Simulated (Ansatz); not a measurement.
**In under strains and displacements**

The calculation used DFT PBE, scalar-relativistic, plane waves, PAW in Ansatz 0.2.0.

Plane waves to 420 eV, a k mesh through Γ of 14×14×14 on the computed 1-atom cell and Gaussian smearing (0.10 eV); no spin polarisation.

Reference cell:

```
In
1.0
    -1.88253    1.88253    1.88253
     1.88253   -1.88253    1.88253
     1.88253    1.88253   -1.88253
In
1
Direct
  0.00000 0.00000 0.00000
```

Each variant moves atoms of this cell by the vectors given, if any (Å), and then applies a symmetric strain (tensor components, Cartesian axes). The reference cell isn't relaxed at this level. Energies are per atom at zero smearing, counted from the lowest variant. Pressure is positive in compression.

1. strain (xx yy zz yz xz xy, %) -3.21 0.65 -4.50 -1.85 1.77 2.71
2. strain (xx yy zz yz xz xy, %) -5.16 -5.16 3.84 0.00 0.00 0.00
3. strain (xx yy zz yz xz xy, %) 1.00 2.71 -2.64 0.06 0.78 2.76
4. strain (xx yy zz yz xz xy, %) 0.28 -1.92 0.28 0.00 2.00 0.00

Order the variants by energy, lowest first.

3 (0.0 meV/atom), 4 (6.0 meV/atom), 2 (31.5 meV/atom), 1 (46.7 meV/atom).

Order them by pressure, highest first.

1 (5.46 GPa), 2 (4.71 GPa), 4 (2.13 GPa), 3 (1.21 GPa).